For the band gap of GaAs, neither a finer mesh nor a different program is worth paying for until the kind of theory has been changed. LDA and the gradient-corrected functionals, when run soundly, fall short of the measured gap by 0.9 to 1.14 eV, while two programs given the same functional agree to about 0.01 eV. The one result that seems to match experiment most likely owes its success to a missing piece of physics.

Kohn-Sham band gaps of GaAs (F-43m, 2-atom cell with edges of 3.998 Å, not relaxed), without spin-orbit coupling unless stated; the SIRIUS run treats the valence electrons without relativity. The measured gap is 1.42 eV, from band-edge photoluminescence of a bulk crystal at 300 K (arXiv:1409.8467).

| program | functional | how the value is got | potentials or basis | wave cutoff (eV) | k-mesh | computed band gap (eV) | computed less measured (eV) |
| --- | --- | --- | --- | --- | --- | --- | --- |
| Quantum ESPRESSO 7.5 (1) | LDA | Kohn-Sham, on the mesh | PseudoDojo 0.4.1 SR LDA standard | 1088 | 8x8x8 | 0.28 | -1.14 |
| ABINIT 10.8.3 (1) | LDA-VWN | Kohn-Sham, on the mesh | JTH PAW LDA v2.0 sp | 463 | 8x8x8 | 0.294 | -1.13 |
| ABINIT 10.8.3 (2) | LDA | Kohn-Sham, on the mesh | JTH PAW LDA v2.0 sp | 463 | 8x8x8 | 0.294 | -1.13 |
| ABINIT 10.8.3 (3) | PBE with spin-orbit coupling | Kohn-Sham, on the mesh | JTH PAW PBE v2.0 | 354 | 6x6x6 | 0.398 | -1.02 |
| Quantum ESPRESSO 7.5 (2) | PBE with spin-orbit coupling | Kohn-Sham, on the mesh | PseudoDojo 0.4 FR PBE standard | 1143 | 8x8x8 | 0.408 | -1.01 |
| ABINIT 10.8.3 (4) | PBEsol | Kohn-Sham, on the mesh | JTH PAW PBE v2.0 | 463 | 5x5x5 | 0.432 | -0.99 |
| ABINIT 10.8.3 (5) | PBEsol | Kohn-Sham, on the mesh | JTH PAW PBE v2.0 sp | 463 | 8x8x8 | 0.458 | -0.96 |
| ABINIT 10.8.3 (6) | AM05 | Kohn-Sham, on the mesh | JTH PAW PBE v2.0 | 463 | 8x8x8 | 0.498 | -0.92 |
| exciting sodium | PBE | Kohn-Sham, on the mesh | all electron LAPW+lo, shipped species files | n/a | 8x8x8 | 0.511 | -0.91 |
| ABACUS 3.10.1 | PBE | Kohn-Sham, on the mesh | PseudoDojo NC SR 0.4.1 PBE standard | 1143 | 8x8x8 | 0.516 | -0.90 |
| ABINIT 10.8.3 (7) | HLE16 | Kohn-Sham, on the mesh | JTH PAW PBE v2.0 sp | 463 | 8x8x8 | 0.761 | -0.66 |
| SIRIUS 7.12.0 | RPBE | Kohn-Sham, on the mesh | all electron FP LAPW | n/a | 8x8x8 | 1.327 | -0.09 |

The limit of perfect numerics shows where the error lies. Under LDA, Quantum ESPRESSO and ABINIT differ by 0.014 eV although their potentials and cutoffs are quite different. Under PBE without spin-orbit coupling, a plane-wave program and an all-electron program differ by only 0.005 eV. The two PBEsol rows, which differ in mesh and in potentials at once, lie 0.026 eV apart, so no row isolates the mesh, but even this spread is small. A flawless calculation with either LDA or PBE would therefore land close to the values in the table, and still far below experiment.

The choice among these functionals matters more, but not enough. In this fixed cell, going from LDA to PBE with potentials of the same family opens the gap by 0.24 eV, about a fifth of what is needed. AM05, which like PBEsol was run with potentials made for PBE, lies so close to PBE that the choice of potentials could account for the difference. A plausible reason for the larger step is that gradient terms act strongly near the nuclei, where the conduction edge has more weight than the valence top. The band energies of ABINIT (2) and ABACUS show that the step is largest at this edge: measured from the valence top, it rises by 0.22 eV, the L valley by 0.16 eV, and the p-like empty level above the edge by only 0.04 eV. The s-like bottom of the valence band moves by just 0.06 eV, however, so the reason itself is not proved here.

Even the order of LDA and PBE holds only for this cell, which is close to the measured size. At that size LDA pulls the crystal inwards and PBE pushes it outwards, and the gap widens when GaAs is compressed. With a rough, recalled slope of 0.11 eV per GPa, relaxing the cell would bring LDA to about 0.5 eV and PBE without spin-orbit coupling to about 0.15 eV. PBEsol is nearly free of pressure here and would move by only about 0.04 eV, so it looks the safer choice among the three if the cell must be computed too, although its pressure comes from potentials made for PBE.

Spin-orbit coupling is real physics that makes the agreement worse. The top of the valence band consists of six p-like states, counting spin. The coupling splits them by an energy $\Delta$, raising four and lowering two while their average stays put. The four must then rise by $\Delta/3$ and the two fall by $2\Delta/3$, since $4\cdot\Delta/3 = 2\cdot 2\Delta/3$. The s-like conduction edge has no orbital moment to couple to and stays where it is to first order, so the gap shrinks by $\Delta/3$.

For GaAs $\Delta$ is roughly 0.34 eV, a recalled value, which gives a drop of $0.34/3 \approx 0.11$ eV. No program ran PBE both with and without the coupling, so every comparison also contains the small difference between programs. Two such pairs give 0.108 and 0.113 eV, the second also across a change of mesh and cutoff; pairing the rows crosswise gives 0.103 and 0.118 eV. None was used to set $\Delta$. The rule also tells what to expect nearby: the shift fades in compounds of light atoms and grows with a heavier anion, whose p states dominate the valence top. Rows without the coupling look better than they should by about this amount.

The opposite limit, in which relativity is switched off, explains the tempting last row. The SIRIUS calculation with RPBE gives 1.33 eV, only 0.09 eV below the measured gap, but it treats the valence electrons without any relativity. An s electron passes close to the nucleus at high speed, and relativity lowers its energy by a fraction of order $(Z\alpha)^2$, where $Z$ is the nuclear charge and $\alpha$ the fine-structure constant. For a level bound by some 10 eV this crude rule gives roughly half an electronvolt. It overstates the lowering of the 4s levels in the free atoms and fixes only the sign and the order of size, tenths of an electronvolt.

Because the conduction edge is s-like, leaving this lowering out holds the gap open. The SIRIUS gap lies 0.82 eV above the all-electron PBE result from exciting, which does include relativity for the valence electrons. Part of that jump may come from the change of functional, which the two rows do not separate. Still, it is more than three times the step from LDA to PBE, and relativity is the likely main cause, though the estimate above does not account for the full size. The row is no argument for RPBE.

The HLE16 row is no basis for a choice either. Its 0.76 eV was obtained with potentials made for PBE, which are unfit for a functional that reshapes exchange so strongly.

What remains is an error of the theory itself. The measured gap is the cost of removing one electron from the crystal and adding another elsewhere. The computed gap is a difference between two orbital energies in one common potential. In the exact theory that potential jumps by a constant when an electron is added, and LDA and its gradient-corrected relatives lack this jump. How much of the shortfall is the jump and how much the approximate potential, these rows cannot say. Temperature offers no way out, because the measured value belongs to 300 K and the gap of cold GaAs is larger, up to 1.52 eV; against that value PBE with spin-orbit coupling falls short by 1.1 eV.

How much this matters depends on the purpose. An emission wavelength is inversely proportional to the gap, so PBE with spin-orbit coupling would place it too long by a factor of $1.42/0.41 \approx 3.5$. For a device model of GaAs itself, the empty bands can be shifted rigidly until the gap equals the measured one, which costs nothing but predicts nothing about the gap. The shift also leaves the curvature of the bands as it was, and with so small a computed gap the electrons at the conduction edge come out too light, so their mass needs a correction of its own. It likewise freezes the height of the L valley above the edge, which is 0.55 eV under LDA and 0.49 eV under PBE here and should be checked against measurement. To predict a gap to within a few tenths of an electronvolt, the established remedies are a hybrid functional, which mixes in exact exchange, or a GW calculation, which computes the energies of adding and removing electrons directly.

Scaling gives a rough idea of the price. The 8x8x8 mesh has about three times as many distinct k-points as the 5x5x5 mesh, and the work grows in proportion. Spin-orbit coupling doubles the size of the matrices, which makes a full diagonalisation about eight times as costly; for the gap alone, subtracting $\Delta/3$ does nearly as well. Exact exchange couples each state to every filled state at every k-point, about 7000 pair terms on the finer mesh if no shortcut is taken. Programs do use shortcuts, but a hybrid remains far dearer than PBE, and it is the only one of these expenses aimed at the missing electronvolt, though no row here tests it.

The printed analysis below compares the steps between levels and tests the one-third rule on two pairs of PBE rows.

Printed output of the fit:

```
smallest shortfall of the ten sound rows (eV): 0.9
largest shortfall of the ten sound rows (eV): 1.14
LDA, ABINIT (2) less Quantum ESPRESSO (eV): 0.014
PBE without spin-orbit, ABACUS less exciting (eV): 0.005
PBEsol, ABINIT (5) less ABINIT (4) (eV): 0.026
AM05 less PBE in exciting (eV): -0.013
step LDA to PBE, both PseudoDojo (eV): 0.236
spin-orbit drop, ABACUS to Quantum ESPRESSO, both PseudoDojo (eV): 0.108
spin-orbit drop, exciting to ABINIT (3) (eV): 0.113
predicted spin-orbit drop, one third of the splitting (eV): 0.1133
shortfall of PBE with spin-orbit, Quantum ESPRESSO, against 300 K (eV): 1.012
the same shortfall against the largest measured value (eV): 1.112
SIRIUS RPBE without valence relativity less exciting PBE (eV): 0.816
relativistic lowering of an s level, order of magnitude (eV): 0.5453
estimated relaxed gap, LDA, ABINIT (2) (eV): 0.5009
estimated relaxed gap, PBEsol, ABINIT (5) (eV): 0.4228
estimated relaxed gap, PBE, ABACUS (eV): 0.1463
estimated relaxed gap, PBE with spin-orbit, ABINIT (3) (eV): 0.05832
plane-wave count, Quantum ESPRESSO LDA over ABINIT LDA (ratio): 3.602
distinct k-points, 8x8x8 over 5x5x5 (ratio): 2.9
dense diagonalisation with two-component states over one-component (ratio): 8
pair terms of exact exchange per state, 14 filled bands on the full 8x8x8 mesh (count): 7168
```
